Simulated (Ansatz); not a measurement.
## A bimetallic surface: W on Al(110), one layer, both faces

Aim: core-level shifts, shell centres and work function of W on Al(110), one layer, both faces. Spin–orbit coupling is left out of the bands throughout.

Main program and level: Ansatz 0.2.0; DFT, PBE, plane-wave PAW, default files, scalar-relativistic.

Report form: the programs' logs are mostly left out.

### 1. Starting point

The cell holds 6 atoms: 6 Al. Cell: a = 4.040 Å, b = 2.857 Å, c = 21.142 Å, α = 90.0°, β = 90.0°, γ = 90.0°. It derives from Al. Vacuum lies along c.

### 2. The clean face

The clean face is the reference for what the added atoms change.

input.yaml

```yaml
crystal:
  lattice:
    - [4.04, 0.0, 0.0]
    - [0.0, 2.856711396, 0.0]
    - [0.0, 0.0, 21.14177849]
  atoms:
    - { symbol: Al, position: [0.0, 0.0, 0.668902027] }
    - { symbol: Al, position: [0.5, 0.5, 0.601341216] }
    - { symbol: Al, position: [0.0, 0.0, 0.533780405] }
    - { symbol: Al, position: [0.5, 0.5, 0.466219595] }
    - { symbol: Al, position: [0.0, 0.0, 0.398658784] }
    - { symbol: Al, position: [0.5, 0.5, 0.331097973] }
kpoints:
  mp_grid: { grid: [10, 14, 1] }
scf:
  occupations: { method: fermi_dirac, width: 0.05 }
  n_extra_bands: 12
hamiltonian:
  xc: pbe
  pseudopotentials: { kind: paw }
output:
  forces: true
  write_potential: true
  volumetric_format: []
  dos:
    projected: true
    de: 0.05
    e_range: [-30, 12]
    method: { smearing: { sigma: 0.1, scheme: gaussian } }
relax:
  f_tol: 0.03
  max_steps: 50
  constraints: [{ sites: [3] }]
```

Launch:

```console
$ ansatz run input.yaml --threads 4 --pin off --max-ram 14336MiB --backend cpu --events-out ev --progress --plain --runs-dir out
```

The job ended after 18 s (4 threads of Arm Neoverse V1, shared host; peak memory 0.59 GiB).

The steps of the relaxation:

| step | energy less that of the first step (eV) | largest force component (eV/Å) |
| --- | --- | --- |
| 1 | 0.0000 | 0.2390 |
| 2 | -0.0356 | 0.0977 |
| 3 | -0.0407 | 0.0504 |
| 4 | -0.0413 | 0.0047 |

The atoms that moved most (Å):

| atom | dx | dy | dz | length |
| --- | --- | --- | --- | --- |
| Al1 | 0.000 | 0.000 | -0.137 | 0.137 |
| Al5 | 0.000 | 0.000 | -0.109 | 0.109 |
| Al3 | 0.000 | 0.000 | -0.081 | 0.081 |
| Al6 | 0.000 | 0.000 | 0.056 | 0.056 |
| Al2 | 0.000 | 0.000 | 0.028 | 0.028 |

The relaxed structure:

```xyz
6
Lattice="4.0400 0.0000 0.0000 0.0000 2.8567 0.0000 0.0000 0.0000 21.1418" Properties=species:S:1:pos:R:3
Al    0.0000    0.0000   14.0043
Al    2.0200    1.4284   12.7411
Al    0.0000    0.0000   11.2042
Al    2.0200    1.4284    9.8567
Al    0.0000    0.0000    8.3189
Al    2.0200    1.4284    7.0556
```

Numbers from this step:

```
free energy                                    : -3223.5244 eV
energy at zero smearing                        : -3223.5113 eV
smearing term TS                               : 0.02618 eV
Fermi energy                                   : 0.9822 eV
symmetry operations                            : 4
zero of energy                                 : Fermi level
share of occupied states in no projected shell : 0.0158 of the occupied states in the window
DOS at the Fermi level                         : 3.181 states/eV/cell
work function, upper face                      : 3.897 eV
work function, lower face                      : 3.897 eV
```

From the Fermi level. Table of planar mean, electrostatic potential by z:

z (Å), planar mean, electrostatic potential (eV) and a bar from the least value:
```
        0       3.90 ##############################
        1       3.90 ##############################
        2       3.90 ##############################
        3       3.89 ##############################
        4       3.88 ##############################
        5       3.69 #############################
        6       1.57 ######################
        7      -3.90 #####
        8      -5.41 
        9      -4.39 ###
       10      -4.48 ###
       11      -4.61 ###
       12      -4.40 ###
       13      -5.15 #
       14      -4.07 ####
       15       1.21 #####################
       16       3.65 #############################
       17       3.88 ##############################
       18       3.89 ##############################
       19       3.90 ##############################
       20       3.90 ##############################
```

The spectra weight each projected shell by its atomic cross section (Dirac–Hartree–Slater) and angular factor, for linear light with the analyser at 30° from the polarisation. Broadening, on top of any smearing of the DOS itself: a Gaussian of 0.2 eV and a Lorentzian of 0.2 eV plus 0.08 times the binding energy (full widths), Fermi edge at 300 K. Each atom is damped by exp[−depth/(λ cos θ)], θ = 0° from the normal, λ from the universal curve. Curves are cut 10 eV under the photon energy, above any shell that the free atom's threshold puts out of reach, or at the lower edge of the window: 11.2 eV at 21.2 eV, 12.5 eV at 150 eV, 12.5 eV at 1486.7 eV, 12.5 eV at 5950 eV and 12.5 eV at 8047.8 eV. Dipole terms alone, which is rough above 3 keV; no background, satellites or final-state effects.

Share of each shell in the spectrum's area (%), by photon energy:

| shell | 21.2 eV | 150 eV | 1486.7 eV | 5950 eV | 8047.8 eV |
| --- | --- | --- | --- | --- | --- |
| Al 3s | 74.6 | 46.4 | 86.1 | 96.7 | 97.6 |
| Al 3p | 25.4 | 53.6 | 13.9 | 3.3 | 2.4 |

At the Fermi level the DOS is 3.18 states/eV a cell, and on the broadened curves Al 3p holds 60 % of the total there.

### 3. Relaxation

System of this step: Al2W. The cell holds 24 atoms: 8 W and 16 Al. Its edges and angles: a = 8.080 Å, b = 5.713 Å, c = 21.142 Å, α = 90.0°, β = 90.0°, γ = 90.0°. It derives from Al. How the cell was made: overlayer; added: W; how: one layer, both faces. Regions: L1, 4 atoms (4 W); L2, 4 atoms (4 Al); L3, 4 atoms (4 Al); mid, 4 atoms (4 Al); rest, 8 atoms (4 Al and 4 W). Vacuum lies along c.

Levels and vacuum steps follow bond lengths, so the atoms are relaxed first. 8 atoms are held to stand for the bulk.

input.yaml

```yaml
crystal:
  lattice:
    - [8.08, 0.0, 0.0]
    - [0.0, 5.713422792, 0.0]
    - [0.0, 0.0, 21.14177849]
  atoms:
    - { symbol: W, position: [0.0, 0.0, 0.668902027] }
    - { symbol: W, position: [0.5, 0.0, 0.668902027] }
    - { symbol: W, position: [0.0, 0.5, 0.668902027] }
    - { symbol: W, position: [0.5, 0.5, 0.668902027] }
    - { symbol: Al, position: [0.25, 0.25, 0.601341216] }
    - { symbol: Al, position: [0.75, 0.25, 0.601341216] }
    - { symbol: Al, position: [0.25, 0.75, 0.601341216] }
    - { symbol: Al, position: [0.75, 0.75, 0.601341216] }
    - { symbol: Al, position: [0.0, 0.0, 0.533780405] }
    - { symbol: Al, position: [0.5, 0.0, 0.533780405] }
    - { symbol: Al, position: [0.0, 0.5, 0.533780405] }
    - { symbol: Al, position: [0.5, 0.5, 0.533780405] }
    - { symbol: Al, position: [0.25, 0.25, 0.466219595] }
    - { symbol: Al, position: [0.75, 0.25, 0.466219595] }
    - { symbol: Al, position: [0.25, 0.75, 0.466219595] }
    - { symbol: Al, position: [0.75, 0.75, 0.466219595] }
    - { symbol: Al, position: [0.0, 0.0, 0.398658784] }
    - { symbol: Al, position: [0.5, 0.0, 0.398658784] }
    - { symbol: Al, position: [0.0, 0.5, 0.398658784] }
    - { symbol: Al, position: [0.5, 0.5, 0.398658784] }
    - { symbol: W, position: [0.25, 0.25, 0.331097973] }
    - { symbol: W, position: [0.75, 0.25, 0.331097973] }
    - { symbol: W, position: [0.25, 0.75, 0.331097973] }
    - { symbol: W, position: [0.75, 0.75, 0.331097973] }
kpoints:
  mp_grid: { grid: [4, 6, 1] }
scf:
  occupations: { method: fermi_dirac, width: 0.05 }
  n_extra_bands: 18
hamiltonian:
  xc: pbe
  pseudopotentials: { kind: paw }
output:
  forces: true
  write_potential: true
  volumetric_format: []
relax:
  f_tol: 0.03
  max_steps: 45
  constraints: [{ sites: [8, 9, 10, 11, 12, 13, 14, 15] }]
```

It took 81 s on 4 threads; peak memory 2.7 GiB; 5.2 min of CPU time.

The steps of the relaxation:

| step | energy less that of the first step (eV) | largest force component (eV/Å) |
| --- | --- | --- |
| 1 | 0.0000 | 2.2783 |
| 2 | -3.2138 | 0.7921 |
| 3 | -3.5056 | 0.0929 |
| 4 | -3.5115 | 0.0094 |

Forces are held to the 32 operations that the run works with; a distortion that breaks them can't arise in this run.

The atoms that moved most (Å):

| atom | dx | dy | dz | length |
| --- | --- | --- | --- | --- |
| W21 | 0.000 | 0.000 | 0.276 | 0.276 |
| W22 | 0.000 | 0.000 | 0.276 | 0.276 |
| W23 | 0.000 | 0.000 | 0.276 | 0.276 |
| W24 | 0.000 | 0.000 | 0.276 | 0.276 |
| W1 | 0.000 | 0.000 | -0.276 | 0.276 |
| W2 | 0.000 | 0.000 | -0.276 | 0.276 |
| W3 | 0.000 | 0.000 | -0.276 | 0.276 |
| W4 | 0.000 | 0.000 | -0.276 | 0.276 |

Numbers from this step:

```yaml
free_energy: -91658.7250 eV
energy_at_zero_smearing: -91658.6138 eV
smearing_term_ts: 0.2224 eV
fermi_energy: 2.270 eV
symmetry_operations: 32
work_function_upper_face: 4.575 eV
work_function_lower_face: 4.575 eV
```

The relaxation ends 146 meV an atom lower, with a largest force component of 0.0094 eV/Å on the free atoms. For the work function, upper face, step 2 gave 3.90 eV; this run, with 24 atoms, gives 4.57 eV (+17 %).

### 4. Bands by layer

This is the main run. States are solved along the surface zone's path and weighed by where they lie along the normal, since photoemission sees the top layers. The cell holds 4 small cells, so the bands are unfolded.

input.yaml

```yaml
crystal:
  lattice:
    - [8.08, 0.0, 0.0]
    - [0.0, 5.713422792, 0.0]
    - [0.0, 0.0, 21.14177849]
  atoms:
    - { symbol: W, position: [0.0, 0.0, 0.655826535] }
    - { symbol: W, position: [0.5, 0.0, 0.655826535] }
    - { symbol: W, position: [0.0, 0.5, 0.655826535] }
    - { symbol: W, position: [0.5, 0.5, 0.655826535] }
    - { symbol: Al, position: [0.25, 0.25, 0.607169026] }
    - { symbol: Al, position: [0.75, 0.25, 0.607169026] }
    - { symbol: Al, position: [0.25, 0.75, 0.607169026] }
    - { symbol: Al, position: [0.75, 0.75, 0.607169026] }
    - { symbol: Al, position: [0.0, 0.0, 0.533780405] }
    - { symbol: Al, position: [0.5, 0.0, 0.533780405] }
    - { symbol: Al, position: [0.0, 0.5, 0.533780405] }
    - { symbol: Al, position: [0.5, 0.5, 0.533780405] }
    - { symbol: Al, position: [0.25, 0.25, 0.466219595] }
    - { symbol: Al, position: [0.75, 0.25, 0.466219595] }
    - { symbol: Al, position: [0.25, 0.75, 0.466219595] }
    - { symbol: Al, position: [0.75, 0.75, 0.466219595] }
    - { symbol: Al, position: [0.0, 0.0, 0.392830974] }
    - { symbol: Al, position: [0.5, 0.0, 0.392830974] }
    - { symbol: Al, position: [0.0, 0.5, 0.392830974] }
    - { symbol: Al, position: [0.5, 0.5, 0.392830974] }
    - { symbol: W, position: [0.25, 0.25, 0.344173465] }
    - { symbol: W, position: [0.75, 0.25, 0.344173465] }
    - { symbol: W, position: [0.25, 0.75, 0.344173465] }
    - { symbol: W, position: [0.75, 0.75, 0.344173465] }
kpoints:
  mp_grid: { grid: [6, 8, 1] }
scf:
  occupations: { method: fermi_dirac, width: 0.05 }
  n_extra_bands: 24
hamiltonian:
  xc: pbe
  pseudopotentials: { kind: paw }
output:
  forces: true
  write_potential: true
  volumetric_format: []
  dos:
    projected:
      site_lists:
        layer_1: [3, 2, 1, 0]
        layer_2: [7, 6, 5, 4]
        layer_3: [8, 9, 10, 11]
        middle: [12, 13, 14, 15]
        other_layers: [16, 17, 18, 19, 20, 21, 22, 23]
    de: 0.05
    e_range: [-30, 12]
    method: { smearing: { sigma: 0.15, scheme: gaussian } }
  eigenstates:
    kpoints:
      - [0.0, 0.0, 0.0]
      - [-0.125, 0.0, 0.0]
      - [-0.25, 0.0, 0.0]
      - [-0.375, 0.0, 0.0]
      - [0.5, 0.0, 0.0]
      - [0.375, 0.0, 0.0]
      # [... 9 more points ...]
      - [0.0, -0.2, 0.0]
      - [0.0, -0.1, 0.0]
    e_range: [-8.0, 4.0]
    unfold:
      supercell_matrix: [[2, 0, 0], [0, 2, 0], [0, 0, 1]]
      layers:
        axis: 3
        edges: [0.154974, 0.429524, 0.429624, 0.570373, 0.570473, 0.845024]
```

Elapsed: 80 s, on 4 threads; peak memory 3.2 GiB.

Numbers from this step:

* free energy: -91658.7502 eV
* energy at zero smearing: -91658.6494 eV
* smearing term TS: 0.2017 eV
* Fermi energy: 2.244 eV
* share of occupied states in no projected shell: 0.0128 of the occupied states in the window
* DOS at the Fermi level: 25.13 states/eV/cell
* work function, upper face: 4.614 eV
* work function, lower face: 4.614 eV

A(k,E), total over k along the path and E. Zero: Fermi level.

Ten even steps from '0' (0.05 eV⁻¹) to '9' (5.69 eV⁻¹), each cell a mean:
```
4567899657445322224431000544210233554
4455521212423222210031013577854544554
3433110211433422100014243356579655333
4464321144584421111013823412465556644
5422233433336343344444364101263256555
1110114222344579876775554212414441111
3321221222224665667655323565224743333
3344321111124532222222444444454333233
1111233344457863221112331111254442111
2223334333464367656554343111421114432
3322222356621113345652114425333101133
0011002332100121221124433686433420000
0122122100002102210001244332100133100
2211333100121001321112345554100002432
3101122222100001114444222453420000123
0122010000000020031111124324133000000
0031200000000200031112431001412310000
0212200000002000204443100000130142100
3102121000110001001110000000022013433
2120001121100011020000000000003200122
0220000000000010100000000000000331000
1211000000001100100000000000000024211
```
Columns: k along the path (Å⁻¹) from 0 to 3.75 (not evenly spaced); rows upwards: E (eV) from -7.7 to 2.03.

A(k,E), top over k along the path and E. Zero: Fermi level.

Values in eV⁻¹, 12 rows by 16 columns, each cell a mean:
```
1.37 1.80 1.70 1.16 1.18 0.76 0.42 0.47 0.53 0.19 0.53 1.58 1.11 0.63 1.07 1.42
1.07 0.99 0.41 0.42 0.93 0.72 0.46 0.23 0.19 0.75 0.93 1.25 1.59 1.75 1.40 1.09
1.06 0.73 0.81 0.78 0.83 1.12 1.09 1.19 1.24 1.13 0.96 0.29 0.84 0.98 1.47 1.13
0.83 0.55 0.51 0.48 0.56 1.21 1.61 1.54 1.51 1.10 0.69 0.92 0.64 1.37 0.95 0.90
0.45 0.68 0.69 0.73 0.88 1.54 1.03 0.58 0.45 0.69 0.62 0.39 0.82 1.03 0.71 0.41
0.72 0.68 0.75 1.00 1.22 0.69 1.07 1.33 1.43 0.69 0.61 0.51 0.76 0.41 0.55 0.74
0.24 0.34 0.44 0.61 0.30 0.33 0.44 0.43 0.34 0.84 0.92 1.07 0.63 0.56 0.44 0.18
0.52 0.43 0.63 0.34 0.36 0.22 0.28 0.48 0.53 0.79 0.89 0.85 0.48 0.12 0.44 0.69
0.32 0.40 0.21 0.17 0.11 0.14 0.23 0.38 0.44 0.33 0.56 0.63 0.56 0.42 0.11 0.18
0.30 0.44 0.19 0.07 0.12 0.27 0.11 0.30 0.39 0.34 0.12 0.08 0.36 0.44 0.53 0.21
0.48 0.17 0.27 0.34 0.29 0.09 0.25 0.14 0.08 0.05 0.03 0.03 0.09 0.31 0.33 0.64
0.26 0.24 0.04 0.06 0.04 0.21 0.16 0.09 0.03 0.02 0.02 0.02 0.03 0.16 0.31 0.17
```
Columns: k along the path (Å⁻¹) from 0 to 3.75 (not evenly spaced); rows upwards: E (eV) from -7.7 to 2.03.

A(k,E), middle over k along the path and E. Zero: Fermi level.

Ten even steps from '_' (0.01 eV⁻¹) to '@' (1.66 eV⁻¹), each cell a mean:
```
____......::++______..--**--::--++::--==##..______....________::--::::..__
____..__..__..::______..++::====--..____**--____............--**--::..____
......________--......::==%%==--..______..@@::....______....##..______....
......________..****##**==**--..__________::%%..________..++--______......
____________..--::::::::--::==::............--**..______::**..____________
____________::::............::==--::..::::----**##--::--##......__________
________..::....::::......::::------::::----::::==%%@@%%--....::..________
____........__________....::..............::==++++**##**++==::....________
________......::::::::::::--::......____....----::......::==::......______
::........::::::::::::----::==--....----------++==......++::______::::::::
::::::::......::------..____........::::::......++++--**--::::..____..::::
____..______..::....______..........______......--**@@**::::::==::________
____....__......________....__::..__________..::------::______..----______
....____::::--______....______..==..______..::::--**##==..________::--::..
::..____..--::........________..::..::::--::....::++++----::________..::::
__........::________________..____==........::==**--..++::--::____________
____::..==________________..______--..::::++%%**..____..**..::--..________
__....--::______________..______..__%%%%%%**::..________::**....--::______
::....==......______....______..__..--::::..______________==++....::----::
::..==______..........________..__==________________________**++........::
..--::______________________..__--..________________________..**##::......
::--....__________________..__..--____________________________..++@@**--::
```
Columns: k along the path (Å⁻¹) from 0 to 3.75 (not evenly spaced); rows upwards: E (eV) from -7.7 to 2.03.

Peaks of A(k,E) at the labelled points: for each region the eleven nearest the zero at most, each over 6 % of that point's highest, less those above the energy where the solved bands run out; weight and spread sum the levels within three half widths or 0.3 eV, so near peaks share levels. Peaks of the spectral function, the first 40 of 78 rows:

| point | weight on | E (eV) | A (1/eV) | weight near the peak | rms spread of levels (eV) |
| --- | --- | --- | --- | --- | --- |
| X | total | -6.38 | 3.28 | 2 | 0 |
| X | total | -4.24 | 3.291 | 2 | 0 |
| X | total | -2.42 | 3.349 | 2 | 0 |
| X | total | -1.02 | 3.442 | 2 | 0 |
| X | total | 0.06 | 3.668 | 2 | 0 |
| X | total | 0.74 | 3.753 | 2 | 0 |
| X | total | 1.62 | 3.859 | 4 | 0.293 |
| X | top | -6.38 | 1.25 | 0.768 | 0 |
| X | top | -4.24 | 1.269 | 0.771 | 0 |
| X | top | -2.42 | 1.294 | 0.767 | 0 |
| X | top | -1.02 | 1.623 | 0.948 | 0 |
| X | top | 0.06 | 1.788 | 0.991 | 0 |
| X | top | 0.74 | 1.586 | 0.824 | 0 |
| X | top | 1.62 | 1.892 | 1.983 | 0.293 |
| X | middle | -6.38 | 0.776 | 0.462 | 0 |
| X | middle | -4.24 | 0.752 | 0.458 | 0 |
| X | middle | -2.42 | 0.76 | 0.465 | 0 |
| X | middle | -1.04 | 0.195 | 0.103 | 0 |
| X | middle | 0.74 | 0.578 | 0.351 | 0 |
| Γ | total | -6.58 | 1.633 | 1 | 0 |
| Γ | total | -4.4 | 1.713 | 1 | 0 |
| Γ | total | -2.76 | 4.172 | 3 | 0.102 |
| Γ | total | -1.88 | 3.565 | 2 | 0.003 |
| Γ | total | -0.74 | 1.978 | 1 | 0 |
| Γ | total | 0 | 2.306 | 3 | 0.259 |
| Γ | total | 0.44 | 2.882 | 3 | 0.259 |
| Γ | top | -6.58 | 0.605 | 0.37 | 0 |
| Γ | top | -4.4 | 0.636 | 0.368 | 0 |
| Γ | top | -2.78 | 1.828 | 1.255 | 0.091 |
| Γ | top | -1.88 | 1.452 | 0.819 | 0.003 |
| Γ | top | -0.74 | 0.707 | 0.347 | 0 |
| Γ | top | -0.02 | 0.963 | 0.727 | 0.195 |
| Γ | top | 0.42 | 0.834 | 0.985 | 0.27 |
| Γ | middle | -6.58 | 0.423 | 0.26 | 0 |
| Γ | middle | -4.4 | 0.441 | 0.264 | 0 |
| Γ | middle | -2.6 | 0.78 | 0.49 | 0.078 |
| Γ | middle | -1.88 | 0.659 | 0.361 | 0.003 |
| Γ | middle | -0.74 | 0.561 | 0.305 | 0 |
| Γ | middle | 0.48 | 1.219 | 1.025 | 0.162 |
| Y | total | -5.82 | 3.282 | 2 | 0 |

(Part 1 of 3 ends here.)

[Logs are printed without paths, hosts, clocks, repeated set-up lines and the standing remarks that a program may print on its own settings, such as how far it seeks lower states.]

[Hosts, paths, dates, database ids (printed as entryN), source tags and the programs' standing remarks are cut or masked in the printed files.]

[Maps of the electrostatic potential energy from Ansatz leave out the sawtooth potential of an applied field or a dipole correction, so their vacuum need not be flat; work functions include it.]
